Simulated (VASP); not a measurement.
# SiO2: Born charges and dielectric tensor with LDA

Crystal: SiO2.

```
CELL_PARAMETERS angstrom
4.15401 0.00000 0.00000
0.00000 4.15401 0.00000
0.00000 0.00000 2.66595
ATOMIC_POSITIONS crystal
Si 0.00000 0.00000 0.00000
Si 0.50000 0.50000 0.50000
O 0.30539 0.30539 0.00000
O 0.19461 0.80539 0.50000
O 0.69461 0.69461 0.00000
O 0.80539 0.19461 0.50000
```

| Item | Value |
| --- | --- |
| Program | VASP 6.6.1 |
| Task | Born charges and dielectric tensor |
| Functional | LDA |
| Potentials or basis | VASP PAW LDA potentials, release 64 (Si, O) |
| Cutoff | 600 eV |
| k mesh | 6 × 6 × 8 |
| Occupations | gaussian, width 0.02 eV |
| Spin | no spin polarisation |
| Further INCAR settings | ALGO = Normal; EDIFF = 1e-08; IBRION = 8; NSW = 1 |

```yaml
Band_gap_on_the_k_mesh: 5.78 eV, direct
Electronic_dielectric_tensor_diagonal: 3.36, 3.36, 3.53
Born_charges_mean_of_the_diagonal: Si +3.86; O -1.93 e
Highest_phonon_frequency_at_Γ_LO-TO_splitting_left_out: 949 cm⁻¹
```

Levels at points of the mesh, in eV from the valence-band top:
```tsv
k point	band 13	band 14	band 15	band 16	band 17	band 18	band 19	band 20
(0.00, 0.00, 0.00)	-2.56	-0.91	-0.91	0.00	5.78	6.41	8.32	8.32
(0.50, 0.00, 0.00)	-2.77	-2.77	-1.09	-1.09	7.71	7.71	8.89	8.89
(0.50, 0.50, 0.00)	-2.79	-2.79	-2.35	-2.35	7.37	7.37	9.91	9.91
(0.00, 0.00, 0.50)	-3.25	-3.25	-2.76	-2.76	9.05	9.05	12.48	12.48
(0.50, 0.00, 0.50)	-2.35	-2.35	-1.83	-1.83	8.69	8.69	9.87	9.87
(0.50, 0.50, 0.50)	-1.79	-1.79	-1.60	-1.60	7.15	7.15	10.88	10.88
```

Phonon frequencies in cm⁻¹ (negative: imaginary):
```
              q point                                                        frequencies
(0.000, 0.000, 0.000)  0 0 0 220 385 470 470 586 586 593 593 593 660 755 762 823 823 949
```

Electronic dielectric tensor:
```
3.36 0.00 0.00
0.00 3.36 0.00
0.00 0.00 3.53
```

Born effective charge tensors (e):
atom 1, Si
```
3.78 0.35 0.00
0.35 3.78 0.00
0.00 0.00 4.03
```
atom 2, Si
```
 3.78 -0.35  0.00
-0.35  3.78  0.00
 0.00  0.00  4.03
```
atom 3, O
```
-1.89 -0.55  0.00
-0.55 -1.89  0.00
 0.00  0.00 -2.01
```
atom 4, O
```
-1.89  0.55  0.00
 0.55 -1.89  0.00
 0.00  0.00 -2.01
```
atom 5, O
```
-1.89 -0.55  0.00
-0.55 -1.89  0.00
 0.00  0.00 -2.01
```
atom 6, O
```
-1.89  0.55  0.00
 0.55 -1.89  0.00
 0.00  0.00 -2.01
```

It took 6 min on 1 thread of Intel(R) Xeon(R) 6975P-C (Granite Rapids), with other jobs on the host, peak memory 0.52 GiB.

As with any semilocal functional, this LDA gap is likely too small.
